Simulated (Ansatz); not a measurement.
Runs of Ansatz 0.2.0 on WC. Symmetry: Cmmm, No. 65, orthorhombic system. Conventional cell: a = 3.281 Å, b = 4.236 Å, c = 4.309 Å, α = 90.00°, β = 90.00°, γ = 90.00°. Around W (site symmetry mmm) lie 4 W at 2.68 Å and 8 C at 2.71 to 3.02 Å. C (site symmetry mmm) is surrounded by 4 C at 2.68 Å and 8 W at 2.71 to 3.02 Å. The cell was built by a generator and needn't be a form met in nature.

```tsv
task	level	cell	k mesh	points for each segment of the path	mesh quality	gap on the mesh (eV)	pressure (GPa)	relaxed volume (Å³/atom)
relaxation of cell and atoms	RPBE	relaxed	10 × 10 × 6	-	not flagged	none	0.0	12.07
phonons	PBE	as given	7 × 7 × 5	-	not flagged	none	-	-
relaxation of cell and atoms	PBE	relaxed	10 × 10 × 6	-	not flagged	none	0.0	(a)
relaxation of cell and atoms	PBEsol+D3(BJ)	relaxed	10 × 10 × 6	-	not flagged	none	0.0	11.04
relaxation of cell and atoms	HSE06	relaxed	5 × 5 × 3	-	coarse	none	-	11.15
relaxation of cell and atoms	HSEsol	relaxed	5 × 5 × 3	-	coarse	none	-	(b)
band structure	RPBE	as given	10 × 10 × 6	14	not flagged	none	-29.5	-
relaxation of cell and atoms	revPBE+D3(BJ)	relaxed	10 × 10 × 6	-	not flagged	none	0.0	11.23
```

Alike in all rows: potentials or basis Ansatz PAW; no spin polarisation; cutoff (eV) 420; smearing fermi-dirac 0.05 eV.

**Question.** Estimate the missing entries.

**Answer.** (a) 11.80; (b) 10.95.

Caveats: some runs use coarse meshes; the volume moved by over 15 % at a fixed basis, so the end points are rough (some runs); the plane-wave basis is chosen anew once the cell has moved, so the energies of steps on either side of that aren't comparable (some runs); the PAW data sets come from PBE, with cores solved anew for the run's functional, which leaves a small shift of forces and pressure (some runs); the potentials were made for another functional, which shifts forces and pressure (some runs); pairwise dispersion overbinds metals, which lowers pressure and volume (some runs); some modes are imaginary (some runs); a pressure of tens of GPa on the cell as given is suspect, and the run, the potentials or the cell itself is likely at fault (some runs).

A k mesh can miss the band edges, and the runs leave out spin-orbit coupling on W.

A gap of «none» marks a metal or a gap under the smearing width.

Not every run made on this cell is shown here.
